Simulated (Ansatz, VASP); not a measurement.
CdF2: VASP beside Ansatz

File INCAR:

```
PREC = Accurate ; ENCUT = 520
EDIFF = 1E-7 ; ISMEAR = 0
SIGMA = 0.05 ; LREAL = False
LASPH = True ; NELM = 80
ALGO = Normal ; ISIF = 2
LWAVE = False ; LCHARG = False
GGA = B5 ; ALDAX = 1.0
AGGAX = 1.0 ; AGGAC = 1.0
ALDAC = 0.0 ; NBANDS = 20
```

KPOINTS

```
regular mesh
0
Gamma
  8 8 8
```

POSCAR

```
CdF2
1.0
    0.0000000000      2.6939990179      2.6939990179
    2.6939990179      0.0000000000      2.6939990179
    2.6939990179      2.6939990179      0.0000000000
Cd F
1 2
Direct
    0.0000000000      0.0000000000      0.0000000000
    0.2500000000      0.2500000000      0.2500000000
    0.7500000000      0.7500000000      0.7500000000
```

Input for Ansatz:

```yaml
crystal:
  lattice:
    - [0.0, 2.6939990179, 2.6939990179]
    - [2.6939990179, 0.0, 2.6939990179]
    - [2.6939990179, 2.6939990179, 0.0]
  atoms:
    - { symbol: Cd, position: [0.0, 0.0, 0.0] }
    - { symbol: F, position: [0.25, 0.25, 0.25] }
    - { symbol: F, position: [0.75, 0.75, 0.75] }
basis:
  ecutwfc: 420
  ecutrho_ratio: 4
kpoints:
  mp_grid: { grid: [8, 8, 8] }
hamiltonian:
  xc: blyp
scf:
  occupations: { method: gaussian, width: 0.05 }
output:
  forces: true
  stress: true
  eigenvalues: true
```

Alike in both runs: task single point; functional BLYP; k mesh 8 × 8 × 8; occupations gaussian, width 0.05 eV; no spin polarisation.

|  | VASP | Ansatz |
| --- | --- | --- |
| version | VASP 6.6.1 | Ansatz 0.2.0 |
| potentials or method | VASP PAW PBE potentials, release 64 (Cd, F) | scalar-relativistic, plane waves, PAW |
| plane-wave cutoff (eV) | 520 | 420 |
| valence electrons in the cell | 26 | 34 |

|  | VASP | Ansatz | Ansatz less VASP |
| --- | --- | --- | --- |
| gap on the k mesh at the Fermi level (eV) | 3.14 | 3.15 | +0.005 |
| least direct gap on the mesh (eV) | 3.62 | 3.63 | +0.008 |
| pressure (GPa) | 9.4 | 8.6 | -0.83 |

The functional is the same, so the differences come from potentials, cutoffs and numerics. The two sets of potentials don't hold the same shells in valence.

Caveats: the PAW data sets were made with another functional, which shifts forces and pressure a little (VASP). A k mesh can miss the band edges.
